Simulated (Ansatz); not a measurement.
# Fe (Im-3m) in Ansatz: further runs

Runs on Fe. Level: PBE. Tasks: single point.

All numbers are computed with Ansatz 0.2.0; they aren't measurements. Logs are shortened: lines on timing, memory, paths and dates and some standing lists are left out, and cuts for length are marked.

## (1) The crystal as given

The structure is cubic, space group Im-3m (No. 229). The conventional cell has a = 2.886 Å, b = 2.886 Å, c = 2.886 Å, α = 90.00°, β = 90.00°, γ = 90.00°. Fe (site symmetry m-3m) is surrounded by 8 Fe at 2.50 Å.

## (2) Single point, PBE, collinear spin, ferromagnetic start, 11.30 Å³/atom (volume scaled by 0.94)

input.yaml

```yaml
crystal:
  lattice:
    - [-1.4135427549, 1.4135427549, 1.4135427549]
    - [1.4135427549, -1.4135427549, 1.4135427549]
    - [1.4135427549, 1.4135427549, -1.4135427549]
  atoms:
    - { symbol: Fe, position: [0.0, 0.0, 0.0], spin: 3.0 }
kpoints:
  mp_grid: { grid: [13, 13, 13] }
scf:
  occupations: { method: fermi_dirac, width: 0.05 }
hamiltonian:
  xc: pbe
  pseudopotentials: { kind: all_electron, lapw: { basis_error: 0.0005 } }
magnetization:
  spin_polarized: true
output:
  forces: true
  stress: true
  eigenvalues: true
```

Potentials or basis: all-electron LAPW, scalar-relativistic.

Command:

```bash
ansatz run input.yaml --threads 2 --pin off --max-ram 5120MiB --backend cpu --events-out ev --progress --plain --runs-dir out
```

What it wrote:

```text
Warning: RAYON_NUM_THREADS=2 ignored (pool sized by the plan → 2); use --threads N
LAPW: plane waves up to 9.472 Å⁻¹, error target 5.0e-4 eV per atom; small_component_spin mean_spin; Fe in spheres of 1.224 Å, 16 of its electrons in bands, Dirac shells [] (how accurate: hamiltonian.pseudopotentials.lapw.basis_error, Limitations)
Engine: ansatz 0.2.0, aarch64-unknown-linux-gnu
Pseudopotentials: kind: all_electron
Pseudopotential: Fe, LAPW, valence charge 16, lapw/all_electron/scalar/gaussian/Fe, Koelling and Harmon's equation, gaussian nucleus
Functional definition: PBE
  parameter kappa = 0.804
  parameter beta = 0.06672455060314922
  exchange = pbe_x(kappa = kappa, mu = beta*pi^2/3)
  correlation = pbe_c(beta = beta)
Crystal: 1 atoms, lattice volume = 11.298 Å³
Basis set: ecut = 341.8546580005688 eV, 177 PW (Γ), exchange–correlation at level 2
Bands: 14, of which v1, the nominal top of the filled ones, is band 8 counted from 1 (7 counted from 0)
Symmetry: 48 space group operations
Space group: Im-3m (ITA 229), of the structure as read, at distance tolerance 2.2e-5 Å
Magnetic group: BNS 229.140 (UNI 1642), of the structure as read, at distance tolerance 2.2e-5 Å
k-points: 84 of 2197
Non-local potential: Fe, projectors of the file, none
Initial density: superposition of atomic densities (chi_scale 0.1, normalization cell)
Starting moments: Σ|m| = 3 μB on 1 of 1 site
Initial wavefunctions: plane waves of lowest kinetic energy (no species holds an atomic orbital)
Functional: x = pbe(κ = 0.804, μ = 0.2195149727645171), c = pbe(β = 0.06672455060314922)
iter 1 solved again at ethr=4.00e-5 eV; its pass at ethr=1.00e-1 eV (dr2=6.41e-3 eV) is discarded
SCF iter   1: F=—  HF=-34634.006637 eV  |F-HF|=—  |Δ(HF+E_count)|=         —  Δρ=3.51e-2 (↑3.51e-2 ↓3.29e-2)  dr2=6.52e-3  dr2_m=1.16e-1  M=2.272 μB ∫|m|=2.302 μB  β_m=0.30  ethr=4.00e-5  ⟨swp⟩=3.3  Hψ=17931  notcnv=0
Mixer restart at iter 1: flushing history
preconditioner: auto → none  [metal: Δε(μ)=0.036 eV  Ē_g=15.170 eV  σ=0.050 eV  W_gap=0.18  n_scr=0 (ndim 8)  ℏωp=31.2 eV  f_vac=0.000  D(μ)=1.36/eV (n_scr^D=18)]
SCF iter   2: F=—  HF=-34634.040109 eV  |F-HF|=—  |Δ(HF+E_count)|=   3.35e-2  Δρ=2.42e-2 (↑2.42e-2 ↓2.37e-2)  dr2=1.40e-3  dr2_m=5.84e-2  M=2.262 μB ∫|m|=2.308 μB  β_m=0.55  ethr=4.00e-5  ⟨swp⟩=2.2  Hψ=6675  notcnv=0
SCF iter   3: F=—  HF=-34634.117924 eV  |F-HF|=—  |Δ(HF+E_count)|=   7.78e-2  Δρ=1.19e-2 (↑1.19e-2 ↓9.95e-3)  dr2=2.85e-3  dr2_m=1.11e-2  M=2.122 μB ∫|m|=2.210 μB  β_m=0.49  ethr=8.74e-6  ⟨swp⟩=3.0  Hψ=7605  notcnv=0
iter 4 solved again at ethr=2.61e-8 eV; its pass at ethr=8.74e-6 eV (dr2=4.18e-6 eV) is discarded
SCF iter   4: F=—  HF=-34634.106805 eV  |F-HF|=—  |Δ(HF+E_count)|=   1.11e-2  Δρ=3.72e-4 (↑3.72e-4 ↓2.85e-4)  dr2=4.19e-6  dr2_m=9.56e-6  M=2.117 μB ∫|m|=2.231 μB  β_m=0.74  ethr=2.61e-8  ⟨swp⟩=2.6  Hψ=11795  notcnv=0
SCF iter   5: F=—  HF=-34634.108654 eV  |F-HF|=—  |Δ(HF+E_count)|=         —  Δρ=1.72e-4 (↑1.29e-4 ↓1.72e-4)  dr2=3.18e-7  dr2_m=2.24e-6  M=2.115 μB ∫|m|=2.230 μB  β_m=0.87  ethr=2.61e-8  ⟨swp⟩=3.0  Hψ=6408  notcnv=0
the basis was enlarged: its passes take 1.5 MiB over the memory plan, 2 of 2 planned eigensolver slots
SCF iter   6: F=—  HF=-34634.108850 eV  |F-HF|=—  |Δ(HF+E_count)|=   1.95e-4  Δρ=2.37e-4 (↑1.96e-4 ↓2.37e-4)  dr2=4.03e-7  dr2_m=4.74e-6  M=2.109 μB ∫|m|=2.225 μB  β_m=0.76  ethr=1.99e-9  ⟨swp⟩=3.5  Hψ=7288  notcnv=0
SCF iter   7: F=—  HF=-34634.108839 eV  |F-HF|=—  |Δ(HF+E_count)|=   1.03e-5  Δρ=7.13e-5 (↑5.84e-5 ↓7.13e-5)  dr2=3.16e-8  dr2_m=4.26e-7  M=2.109 μB ∫|m|=2.225 μB  β_m=0.88  ethr=1.99e-9  ⟨swp⟩=2.9  Hψ=6207  notcnv=0
SCF iter   8: F=—  HF=-34634.108851 eV  |F-HF|=—  |Δ(HF+E_count)|=   1.14e-5  Δρ=2.72e-5 (↑2.72e-5 ↓2.48e-5)  dr2=1.93e-9  dr2_m=6.92e-8  M=2.110 μB ∫|m|=2.226 μB  β_m=0.79  ethr=1.98e-10  ⟨swp⟩=3.6  Hψ=6999  notcnv=0
SCF iter   9: F=—  HF=-34634.108851 eV  |F-HF|=—  |Δ(HF+E_count)|=   1.55e-7  Δρ=6.22e-6 (↑6.22e-6 ↓5.07e-6)  dr2=3.51e-10  dr2_m=3.18e-9  M=2.110 μB ∫|m|=2.226 μB  β_m=0.90  ethr=1.21e-11  ⟨swp⟩=3.0  Hψ=6347  notcnv=0
SCF iter  10: F=-34634.108851 eV  HF=-34634.108851 eV  |F-HF|=1.64e-9  |Δ(HF+E_count)|=   9.50e-8  Δρ=9.89e-7 (↑9.89e-7 ↓8.11e-7)  dr2=1.37e-11  dr2_m=7.85e-11  M=2.110 μB ∫|m|=2.225 μB  ethr=2.19e-12  ⟨swp⟩=3.0  Hψ=6549  notcnv=0
SCF 1 converged in 10 iterations: F = -34634.108851 eV  dr2 = 1.37e-11
SCF converged after 10 iterations
Magnetization: 2.1100 μB (9.0550 up, 6.9450 down)
Absolute magnetization: 2.2254 μB (∫|ρ↑−ρ↓|)
Spin contamination: 0.0353 ħ² per cell (⟨S²⟩ above its minimum at these occupations)
Per-site moments (μB) at R_I (Å): [(2.1642321907186854, 1.224163916837374)]
Free energy (F): -34634.108851 eV
Harris-Foulkes:  -34634.108851 eV  (|F-HF|=1.64e-9)
Internal energy: -34634.100327 eV  (E = F + TS)
E sigma→0 (E₀):  -34634.104589 eV
Entropy (-TS):   -0.008524 eV (-8.524 meV/atom)
Fermi energy:    18.812245 eV
--- Per-component energies (eV) ---
  E_band       = -207.918166
  E_kinetic    = 35111.042032
  E_xc         = -1522.651239
  E_electrostatic = -68222.491120  (all electrons and nuclei)
  E_smearing   = -0.008524  (= −TS)
  E_closure    = 0.000000  (closes the sum)
  E_atoms      = -34625.004615  (free atoms, spherical and without spin; not in F)
  Σ components = -34634.108851   (vs F -34634.108851, Δ=0.00e0)
  Basis errors (estimates in eV, not in F): energy 1.3e-4 per atom: plane waves 1.1e-4 (5.8e-5 summed), levels above the bands 3.3e-186, relativity 5.9e-9, radial functions 1.8e-5, core shells 6.3e-9; eigenvalues (radial functions only) 3.3e-5; not estimated: angular momenta, meshes, grids; target (lapw.basis_error) 5.0e-4; muffin-tin radii Fe 1.224 Å
--- Forces (eV/Å), atoms counted from 1 ---
  atom   1  Fe    -0.00000000    -0.00000000     0.00000000
  max |Σ_I F_I| component: 1.10e-32 eV/Å
--- Stress (GPa, compression-positive) ---
        0.011683       0.000000      -0.000000
        0.000000       0.011683      -0.000000
       -0.000000      -0.000000       0.011683
  P = ⅓ Tr σ = 0.0117 GPa (0.117 kbar)
--- Band table (eV; the first three rows and the last of 168) ---
  k-point 0 ↑: bands = ["-69.2754", "-35.0664", "-35.0664", "-35.0664", "10.2398", "16.5140", "16.5140", "16.5140", "17.6957", "17.6957", "43.1922", "43.1922", "43.1922", "48.7655"]
  k-point 1 ↑: bands = ["-69.2708", "-35.0910", "-35.0746", "-35.0664", "10.4857", "16.4458", "16.5065", "16.6471", "17.6302", "17.7012", "41.8434", "42.8853", "43.0903", "47.9209"]
  k-point 2 ↑: bands = ["-69.2580", "-35.1589", "-35.0971", "-35.0664", "11.1923", "16.2602", "16.4463", "17.0276", "17.5222", "17.7198", "38.8974", "41.7434", "42.8593", "45.8830"]
  k-point 83 ↓: bands = ["-66.5681", "-32.8849", "-32.8803", "-32.8803", "15.7308", "15.7498", "20.9079", "20.9079", "21.0056", "28.1877", "29.1591", "29.1591", "35.5558", "36.0250"]
```

It took 10 s on 2 threads of Arm Neoverse V1, shared host; peak memory 0.36 GiB.

What came out:

* Free energy: -34634.1089 eV
* Pressure: 0.0 GPa
* Band gap on the k mesh: none (metal or under the smearing width)
* Net moment: 2.11 μB per cell
* Absolute moment: 2.23 μB per cell
* Site moments: Fe +2.16 μB

## (3) Single point, PBE, collinear spin, ferromagnetic start, 11.54 Å³/atom (volume scaled by 0.96)

Changes to input.yaml since step 2:

```diff
@@ -2,5 +2,5 @@
   lattice:
-    - [-1.4135427549, 1.4135427549, 1.4135427549]
-    - [1.4135427549, -1.4135427549, 1.4135427549]
-    - [1.4135427549, 1.4135427549, -1.4135427549]
+    - [-1.4234976093, 1.4234976093, 1.4234976093]
+    - [1.4234976093, -1.4234976093, 1.4234976093]
+    - [1.4234976093, 1.4234976093, -1.4234976093]
   atoms:
```

Potentials or basis: all-electron LAPW, scalar-relativistic.

Command:

```bash
ansatz run input.yaml --threads 2 --pin off --max-ram 5120MiB --backend cpu --events-out ev --progress --plain --runs-dir out
```

It took 11 s on 2 threads of Arm Neoverse V1, shared host; peak memory 0.37 GiB.

Results (log left out):

| Quantity | Value |
| --- | --- |
| Free energy | -34634.1058 eV |
| Pressure | -4.0 GPa |
| Band gap on the k mesh | none (metal or under the smearing width) |
| Net moment | 2.14 μB per cell |
| Absolute moment | 2.26 μB per cell |
| Site moments | Fe +2.20 μB |

## (4) Single point, PBE, collinear spin, ferromagnetic start, 11.78 Å³/atom (volume scaled by 0.98)

Changes to input.yaml since step 3:

```diff
@@ -2,5 +2,5 @@
   lattice:
-    - [-1.4234976093, 1.4234976093, 1.4234976093]
-    - [1.4234976093, -1.4234976093, 1.4234976093]
-    - [1.4234976093, 1.4234976093, -1.4234976093]
+    - [-1.4333151444, 1.4333151444, 1.4333151444]
+    - [1.4333151444, -1.4333151444, 1.4333151444]
+    - [1.4333151444, 1.4333151444, -1.4333151444]
   atoms:
```

Command:

```bash
ansatz run input.yaml --threads 2 --pin off --max-ram 5120MiB --backend cpu --events-out ev --progress --plain --runs-dir out
```

Run time: 11 s. Hardware: 2 threads of Arm Neoverse V1, shared host; peak memory 0.36 GiB.

It converged, with:

```
Free energy            : -34634.0973 eV
Pressure               : -7.3 GPa
Band gap on the k mesh : none (metal or under the smearing width)
Net moment             : 2.18 μB per cell
Absolute moment        : 2.31 μB per cell
Site moments           : Fe +2.24 μB
```

## (5) Single point, PBE, collinear spin, ferromagnetic start, 12.02 Å³/atom

Changes to input.yaml since step 4:

```diff
@@ -2,5 +2,5 @@
   lattice:
-    - [-1.4333151444, 1.4333151444, 1.4333151444]
-    - [1.4333151444, -1.4333151444, 1.4333151444]
-    - [1.4333151444, 1.4333151444, -1.4333151444]
+    - [-1.443, 1.443, 1.443]
+    - [1.443, -1.443, 1.443]
+    - [1.443, 1.443, -1.443]
   atoms:
```

Command:

```bash
ansatz run input.yaml --threads 2 --pin off --max-ram 5120MiB --backend cpu --events-out ev --progress --plain --runs-dir out
```

It took 10 s on 2 threads of Arm Neoverse V1, shared host; peak memory 0.36 GiB.

It converged, with:

```yaml
Free_energy: -34634.0843 eV
Pressure: -9.9 GPa
Band_gap_on_the_k_mesh: none (metal or under the smearing width)
Net_moment: 2.24 μB per cell
Absolute_moment: 2.37 μB per cell
Site_moments: Fe +2.30 μB
```

## (6) Single point, PBE, collinear spin, ferromagnetic start, 12.26 Å³/atom (volume scaled by 1.02)

Changes to input.yaml since step 5:

```diff
@@ -2,5 +2,5 @@
   lattice:
-    - [-1.443, 1.443, 1.443]
-    - [1.443, -1.443, 1.443]
-    - [1.443, 1.443, -1.443]
+    - [-1.4525565699, 1.4525565699, 1.4525565699]
+    - [1.4525565699, -1.4525565699, 1.4525565699]
+    - [1.4525565699, 1.4525565699, -1.4525565699]
   atoms:
```

Potentials or basis: all-electron LAPW, scalar-relativistic.

Command:

```bash
ansatz run input.yaml --threads 2 --pin off --max-ram 5120MiB --backend cpu --events-out ev --progress --plain --runs-dir out
```

It took 10 s on 2 threads of Arm Neoverse V1, shared host; peak memory 0.37 GiB.

Results (log left out):

```yaml
Free_energy: -34634.0680 eV
Pressure: -11.8 GPa
Band_gap_on_the_k_mesh: none (metal or under the smearing width)
Net_moment: 2.31 μB per cell
Absolute_moment: 2.45 μB per cell
Site_moments: Fe +2.37 μB
```

## (7) Single point, PBE, collinear spin, ferromagnetic start, 12.50 Å³/atom (volume scaled by 1.04)

Changes to input.yaml since step 6:

```diff
@@ -2,5 +2,5 @@
   lattice:
-    - [-1.4525565699, 1.4525565699, 1.4525565699]
-    - [1.4525565699, -1.4525565699, 1.4525565699]
-    - [1.4525565699, 1.4525565699, -1.4525565699]
+    - [-1.4619890197, 1.4619890197, 1.4619890197]
+    - [1.4619890197, -1.4619890197, 1.4619890197]
+    - [1.4619890197, 1.4619890197, -1.4619890197]
   atoms:
```

Command:

```bash
ansatz run input.yaml --threads 2 --pin off --max-ram 5120MiB --backend cpu --events-out ev --progress --plain --runs-dir out
```

Run time: 9.3 s. Hardware: 2 threads of Arm Neoverse V1, shared host; peak memory 0.37 GiB.

It converged, with:

* Free energy: -34634.0491 eV
* Pressure: -13.3 GPa
* Band gap on the k mesh: none (metal or under the smearing width)
* Net moment: 2.38 μB per cell
* Absolute moment: 2.53 μB per cell
* Site moments: Fe +2.45 μB

## (8) Single point, PBE, collinear spin, ferromagnetic start, 12.74 Å³/atom (volume scaled by 1.06)

Changes to input.yaml since step 7:

```diff
@@ -2,5 +2,5 @@
   lattice:
-    - [-1.4619890197, 1.4619890197, 1.4619890197]
-    - [1.4619890197, -1.4619890197, 1.4619890197]
-    - [1.4619890197, 1.4619890197, -1.4619890197]
+    - [-1.4713013028, 1.4713013028, 1.4713013028]
+    - [1.4713013028, -1.4713013028, 1.4713013028]
+    - [1.4713013028, 1.4713013028, -1.4713013028]
   atoms:
```

Command:

```bash
ansatz run input.yaml --threads 2 --pin off --max-ram 5120MiB --backend cpu --events-out ev --progress --plain --runs-dir out
```

It took 10 s on 2 threads of Arm Neoverse V1, shared host; peak memory 0.37 GiB.

Results (log left out):

```yaml
Free_energy: -34634.0288 eV
Pressure: -13.6 GPa
Band_gap_on_the_k_mesh: none (metal or under the smearing width)
Net_moment: 2.50 μB per cell
Absolute_moment: 2.65 μB per cell
Site_moments: Fe +2.57 μB
```

## (9) For comparison

An earlier run on the cell as given: functional PBE; potentials or basis all-electron LAPW, scalar-relativistic; cutoff 303 eV (chosen from the basis error); basis error allowed 0.001 eV/atom; k mesh 13 × 13 × 13; occupations fermi-dirac, width 0.05 eV; collinear spin, ferromagnetic start; starting moments [3.0] μB.

- Pressure: -9.8 GPa
- Band gap on the k mesh: none (metal or under the smearing width)
- Net moment: 2.24 μB per cell
- Absolute moment: 2.37 μB per cell
- Site moments: Fe +2.30 μB
